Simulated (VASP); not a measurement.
# CHO: relaxation of the atoms

CHO, molecule in box, 3 atoms in the cell. PBE; PAW potentials C, O, H (PBE set).

## Input

INCAR:
```
GGA = PE ; PREC = Accurate
ENCUT = 500 ; EDIFF = 1E-6
ISMEAR = 0 ; SIGMA = 0.02
LREAL = F ; LASPH = T
ALGO = Normal ; NELM = 100
IBRION = 2 ; NSW = 80
EDIFFG = -0.01 ; ISIF = 2
NCORE = 2 ; LWAVE = F
LCHARG = F ; ISPIN = 2
MAGMOM = 0.333 0.333 0.333 ; LORBIT = 11
NUPDOWN = 1
```

KPOINTS:
```
k-points
0
Gamma
  1 1 1
```

POSCAR:
```
HCO
1.0
   11.0000000000      0.0000000000      0.0000000000
    0.0000000000      9.0000000000      0.0000000000
    0.0000000000      0.0000000000      8.0000000000
C O H
1 1 1
Direct
    0.4949550000      0.5000000000      0.5000000000
    0.6018640000      0.5000000000      0.5000000000
    0.3981360000      0.5000000000      0.5000000000
```

Commands:
```
cat potpaw_PBE.64/C/POTCAR potpaw_PBE.64/O/POTCAR potpaw_PBE.64/H/POTCAR > POTCAR
mpirun -np 4 vasp_gam > vasp.out
```

## Result

- Ionic steps: 6
- SCF steps in all: 102

Ionic steps:

| Step | Energy (eV) | Largest force (eV/A) | SCF steps |
|---|---|---|---|
| 1 | -16.07279 | 1.7991 | 27 |
| 2 | -15.32568 | 11.3247 | 20 |
| 3 | -16.08651 | 0.5635 | 20 |
| 4 | -16.08653 | 0.5531 | 3 |
| 5 | -16.08471 | 0.6268 | 16 |
| 6 | -16.09063 | 0.0058 | 16 |

VASP 6.6.1 took 152 s on 4 cores (Intel Xeon Platinum 8488C (Sapphire Rapids)), a shared host.
